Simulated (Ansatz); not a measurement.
Level of theory: Ansatz 0.2.0, DFT PBE, scalar-relativistic, plane waves, PAW. Settings: cutoff 420 eV, Γ-centred meshes spaced at most about 0.3 Å⁻¹, and about 0.25 Å⁻¹ or finer for metals (2π included), Gaussian smearing. No spin polarisation.

Temperature and zero-point effects are left out.

Two forms of TiH₄ were relaxed alike.

1.

```yaml
crystal:
  lattice:
    - [1.70981, -2.78907, 0.00000]
    - [1.70981, 2.78907, 0.00000]
    - [0.00000, 0.00000, 3.34515]
  atoms:
    - { symbol: Ti, position: [0.50000, 0.50000, 0.50000] }
    - { symbol: H, position: [0.83935, 0.16065, 0.50000] }
    - { symbol: H, position: [0.27607, 0.27607, 0.00000] }
    - { symbol: H, position: [0.72393, 0.72393, 0.00000] }
    - { symbol: H, position: [0.16065, 0.83935, 0.50000] }
```

2.

```yaml
crystal:
  lattice:
    - [-2.13213, 2.13213, 2.13213]
    - [2.13213, -2.13213, 2.13213]
    - [2.13213, 2.13213, -2.13213]
  atoms:
    - { symbol: Ti, position: [0.00000, 0.00000, 0.00000] }
    - { symbol: H, position: [0.50000, 0.50000, 0.50000] }
    - { symbol: H, position: [0.00000, 0.00000, 0.50000] }
    - { symbol: H, position: [0.00000, 0.50000, 0.00000] }
    - { symbol: H, position: [0.50000, 0.00000, 0.00000] }
```

Problem. Which is lower in energy, and by how much?

Solution. Cell 1 is lower, by 199 meV/atom. Cell 1 has space group Cmmm (No. 65), 6.4 Å³/atom and no gap on its mesh; cell 2 has space group Im-3m (No. 229), 7.8 Å³/atom and no gap. Counting H atoms around Ti (those within 1.25 times the shortest such distance or 1.15 times the sum of covalent radii), cell 1 has Ti 10 and cell 2 has Ti 8. The denser one is the lower, and pressure would at first widen the difference. In cell 1, around Ti lie 10 H at 1.84–1.93 Å; around H on a site of symmetry m2m lie 1 H at 1.79 Å, 3 Ti at 1.89–1.93 Å, 2 H at 1.98 Å and 4 H at 2.12 Å; H on a site of symmetry 2mm is surrounded by 1 H at 1.53 Å, 2 Ti at 1.84 Å, 1 H at 1.89 Å and 4 H at 2.12 Å. In cell 2, Ti is surrounded by 8 H at 1.85 Å; H has 2 Ti at 1.85 Å and 6 H at 2.13 Å. Both come from invented guesses. Shaken at random and relaxed again, cell 1 falls into a cell with space group C2/m (No. 12), 103 meV/atom lower and the lowest form computed, so it is a saddle point or a shallow minimum.

With hydrogen, zero-point motion can shift such differences by 10 meV/atom or more. Cells without such a test can be saddle points. Some structure types and database cells were kept out of the candidates from the start, so a known form may be missing.
